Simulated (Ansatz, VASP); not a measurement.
# Al35PtN35 (V_N-Pt_Al) in two plane-wave programs, part 2 of 2

Aim: how closely do two programs agree when they are given the same cell, functional and k mesh? The structure shown is the start of the Ansatz relaxation below; VASP solves that cell, so the two are compared at the walk's first step.

VASP 6.6.1 and Ansatz 0.2.0.

So far: Set-up; Ansatz: relaxation, r2SCAN.

**3. VASP: single point, r2SCAN, start cell**

Level of this step: r2SCAN, spin-polarised from a ferromagnetic start; plane waves and PAW (Al, N, Pt) (VASP).

The same cell, functional and mesh now go to VASP, with its own data sets.

Lines of VASP's logs that name or quote its potential files are left out, and so is its time.

Input file INCAR:

```
SYSTEM = Al35PtN35
PREC = Accurate
ENCUT = 580
EDIFF = 1E-06
NELM = 200
ISMEAR = 0
SIGMA = 0.01
LREAL = Auto
ALGO = Normal
METAGGA = R2SCAN
LASPH = .TRUE.
NELECT = 288
NBANDS = 200
ISPIN = 2
MAGMOM = -0 -0 0 0 -0 0 0 0 0 0 0 0 -0 0.01 0 0 -0 0.01 0 0 -0 0 0 0 -0 0 -0 0 -0 0 0 -0 0 0 0 0.03 -0 0 -0 0.01 0.01 0 -0 -0 0 0 -0 0.03 0 0 0.03 0 0 0.03 0.03 0 0 0 0.02 0 0 -0 0.23 0.01 0 0.05 0.25 0 -0 -0 0.43
LMAXMIX = 4
LORBIT = 11
LWAVE = .FALSE.
LCHARG = .FALSE.
ISIF = 2
ISYM = 0
NUPDOWN = 2
GGA_COMPAT = .FALSE.
LMIXTAU = .TRUE.
NCORE = 2
```

Input file POSCAR:

```
Al35PtN35
1.0
    9.3195655359      0.0000000860      0.0000000000
   -4.6597828424      8.0709804634      0.0000000000
    0.0000000000      0.0000000000      9.9564777190
Al N Pt
35 35 1
Direct
    0.2204491272      0.1078518261      0.2538702010
    0.1055556365      0.2209623724      0.4978929437
    0.2278588961      0.1119401768      0.7505366065
    0.1058361164      0.2178916179      0.9974985412
    0.2191187054      0.4471182897      0.2478000825
    0.1101119200      0.5556549184      0.4946773487
    0.2171906607      0.4423215987      0.7466950873
    0.1157385663      0.5605338794      0.0018213550
    0.2219483183      0.7798328852      0.2541798487
    0.1156950604      0.8946905550      0.4988151573
    0.2246323535      0.7777145551      0.7540729977
    0.1095313830      0.8880233353      0.9947463631
    0.5506486544      0.1102043248      0.2523036832
    0.4419728807      0.2218979429      0.4950764858
    0.5525594968      0.1078924619      0.7536914370
    0.4468987631      0.2242759687      0.0041472780
    0.5601209807      0.4436136313      0.2513420981
    0.4424932286      0.5526265343      0.4952001239
    0.5508183078      0.4406841237      0.7466392443
    0.4494669292      0.5585538191      0.0025060349
    0.5519037356      0.7740762081      0.2459447075
    0.4403922170      0.8828843031      0.4988527208
    0.5549382675      0.7725537164      0.7476522531
    0.4496592349      0.8943862513      0.9994248248
    0.8872376659      0.1153531381      0.2486389334
    0.7769397726      0.2189849103      0.5038204415
    0.8922026990      0.1132418704      0.7538214027
    0.7776171576      0.2270419240      0.0016426774
    0.8846537042      0.4461573089      0.2488417159
    0.8927810484      0.4466063249      0.7535034187
    0.7733134599      0.5559051907      0.9970951857
    0.8907431174      0.7834673807      0.2478445761
    0.7802223346      0.8859943306      0.5021399275
    0.8830027860      0.7746029064      0.7511525874
    0.7806952663      0.8942428947      0.0021179459
    0.2245414075      0.1165765405      0.4427307653
    0.1139996564      0.2279512382      0.1923089725
    0.2176976825      0.1120905924      0.9387985655
    0.1138001383      0.2207568211      0.6940792914
    0.2238969898      0.4412052534      0.4433674362
    0.1108780702      0.5569919306      0.1855951524
    0.2261098409      0.4446864909      0.9368275873
    0.1101676019      0.5602864498      0.6894395984
    0.2273072180      0.7820307593      0.4427782720
    0.1115526843      0.8942690449      0.1890684691
    0.2166010264      0.7732807693      0.9389969288
    0.1068170220      0.8883770718      0.6871180947
    0.5547588808      0.1081588484      0.4447672284
    0.4410973856      0.2160405381      0.1906254454
    0.5539842272      0.1116469005      0.9450958728
    0.4499719065      0.2226963588      0.6896569443
    0.4406450669      0.5578619577      0.1899152545
    0.5531571666      0.4450661191      0.9447034650
    0.4451624722      0.5517338299      0.6934912320
    0.5543018285      0.7823955195      0.4401032296
    0.4391026296      0.8866182981      0.1878828088
    0.5585068897      0.7835325560      0.9422563144
    0.4477683825      0.8860425315      0.6907865607
    0.8848319005      0.1052477983      0.4391658500
    0.7765484782      0.2163520208      0.1905604626
    0.8866631047      0.1083569620      0.9448258978
    0.7750799485      0.2174059201      0.6935451668
    0.8851361467      0.4467374119      0.4412553439
    0.7740354391      0.5578442364      0.1913228808
    0.8933514151      0.4481545879      0.9435947395
    0.7770257982      0.5598526664      0.6927887748
    0.8842783662      0.7787545705      0.4390518538
    0.7771740680      0.8935068008      0.1884559031
    0.8931603938      0.7762960091      0.9390702479
    0.7749583456      0.8833800262      0.6881018763
    0.7829674827      0.5605204911      0.5012138972
```

Input file KPOINTS:

```
Points of the shifted mesh
1
Reciprocal
 0.2500000000  0.2500000000  0.2500000000 1
```

Potentials, in the order of the species: Al, N and Pt (PBE family, release 64).

The run is started by

```
> mpirun -np 8 vasp_std
```

Numbers of over 12 decimals in the logs are rounded to 6 here.

What it wrote:

```text
[banner, memory and clock lines left out]
running    8 mpi-ranks, on    1 nodes
[...]
|                                                                             |
|               ----> ADVICE to this user running VASP <----                  |
|                                                                             |
|     You enforced a specific xc type in the INCAR file but a different       |
|     [... a line on the potential file left out ...]
|     I HOPE YOU KNOW WHAT YOU ARE DOING!                                     |
|                                                                             |

 LDA part: xc-table for (None), standard interpolation
 POSCAR, INCAR and KPOINTS ok, starting setup
[...]
entering main loop
       N       E                     dE             d eps       ncg     rms          rms(c)
DAV:   1     0.111704814959E+04    0.11170E+04   -0.14750E+05   800   0.147E+03
DAV:   2    -0.735978903101E+03   -0.18530E+04   -0.17597E+04   984   0.298E+02
DAV:   3    -0.886957964962E+03   -0.15098E+03   -0.14960E+03   984   0.914E+01
DAV:   4    -0.889412619998E+03   -0.24547E+01   -0.24452E+01   960   0.121E+01
DAV:   5    -0.889462221787E+03   -0.49602E-01   -0.49544E-01   984   0.159E+00BRMIX: very serious problems
 the old and the new charge density differ
 old charge density:   290.00000 new  288.00000
    0.626E+01
DAV:   6    -0.758765636444E+03    0.13070E+03   -0.32746E+02   928   0.390E+01    0.475E+01
DAV:   7    -0.736257492356E+03    0.22508E+02   -0.50049E+01   912   0.182E+01    0.241E+01
DAV:   8    -0.726176909000E+03    0.10081E+02   -0.43612E+00   888   0.632E+00    0.122E+01
DAV:   9    -0.722565643137E+03    0.36113E+01   -0.11677E+00   920   0.355E+00    0.630E+00
[...]
DAV:  17    -0.729994912451E+03   -0.34616E-04   -0.48234E-05   992   0.214E-02    0.164E-02
DAV:  18    -0.729994919627E+03   -0.71756E-05   -0.12486E-05   888   0.107E-02    0.828E-03
DAV:  19    -0.729994920271E+03   -0.64380E-06   -0.33838E-06   752   0.525E-03
   1 F= -.72999492E+03 E0= -.72999492E+03  d E =-.179204E-17  mag=     2.0000
```

OUTCAR, selected parts (step 3):

```text
  FREE ENERGIE OF THE ION-ELECTRON SYSTEM (eV)
  ---------------------------------------------------
  free  energy   TOTEN  =      -729.9949202706 eV

  energy  without entropy=     -729.9949202706  energy(sigma->0) =     -729.99492027

 magnetization (x)
# of ion       s       p       d       tot
------------------------------------------
    1       -0.000  -0.000   0.000  -0.000
    2        0.000  -0.000   0.000  -0.000
    3       -0.000  -0.000   0.000  -0.000
    4        0.000   0.000   0.000   0.000
    5       -0.000  -0.000   0.000  -0.000
    6        0.001   0.002   0.000   0.004
    7       -0.000   0.000   0.000  -0.000
    8        0.000   0.000   0.000   0.000
    9        0.000   0.000   0.000   0.000
   10       -0.001   0.001   0.000   0.000
   11       -0.000   0.000   0.000   0.000
   12       -0.000  -0.000   0.000  -0.000
   13       -0.000  -0.000   0.000  -0.000
[...]
--------------------------------------------------
tot          0.080   0.743   0.497   1.320
```

The cell is charged against a uniform background.

The run ends at a pressure of -2.61 GPa, with forces up to 4.9 eV/Å.

**4. Side by side**

Known differences besides the potentials themselves: VASP starts from the moments at which Ansatz ended; VASP keeps PBE cores, Ansatz makes them for the functional; fixed occupations in Ansatz, narrow Gaussian smearing in VASP; the cutoff is 500 eV in Ansatz and 580 eV in VASP (PREC = Accurate, projectors in real space). Total energies have different zeros and are not compared.

Forces on 8 of the 71 atoms, those with the largest forces and the largest differences (eV/Å; atoms numbered as in POSCAR):

| atom | Ansatz x, y, z | VASP x, y, z |
| --- | --- | --- |
| Al33 | -2.312, 0.826, 0.087 | -2.323, 0.830, 0.084 |
| Al34 | 0.765, 2.265, 0.326 | 0.773, 2.265, 0.322 |
| N41 | -0.812, 0.126, 2.239 | -0.813, 0.129, 2.245 |
| N60 | -1.634, 1.686, 0.437 | -1.645, 1.692, 0.441 |
| N63 | 3.476, -3.062, -1.168 | 3.586, -3.130, -1.219 |
| N66 | 0.213, -1.407, 1.657 | 0.206, -1.414, 1.808 |
| N67 | 0.721, 3.163, -1.012 | 0.727, 3.283, -1.061 |
| Pt71 | -2.902, -0.997, -0.534 | -2.989, -1.051, -0.600 |

The forces differ by 20 meV/Å r.m.s., which is 2.1 % of the r.m.s. force of 0.956 eV/Å (both taken over all components). Moments aren't recorded for both runs of this pair, so they may hold unlike magnetic states. The cell carries a charge of +2 e against a uniform background, so its pressure also hangs on how the neutralising background is counted, and in a defect's cell a gap may be the spacing between its levels.

**5. What came out**

```
r.m.s. force difference (single point, r2SCAN, start cell) : 2.1 % of the r.m.s. force
```

The r.m.s. force difference is 2.1 % of the r.m.s. force (single point, r2SCAN, start cell), within the 3 % picked in this series as the mark of a large difference. The data sets hold unlike numbers of valence electrons (296 in Ansatz and 288 in VASP), so part of the differences comes from the potentials. 1 further run of this series is not shown here. How closely two codes agree says nothing of how well the functional describes the real material.

[Lines on the potential files, build, host, timing and source positions are cut from VASP's logs without a mark.]

[Logs are printed without paths, hosts, clocks, repeated set-up lines and the standing remarks that a program may print on its own settings, such as how far it seeks lower states.]

[Hosts, paths, dates, database ids (printed as entryN), source tags and the programs' standing remarks are cut or masked in the printed files.]
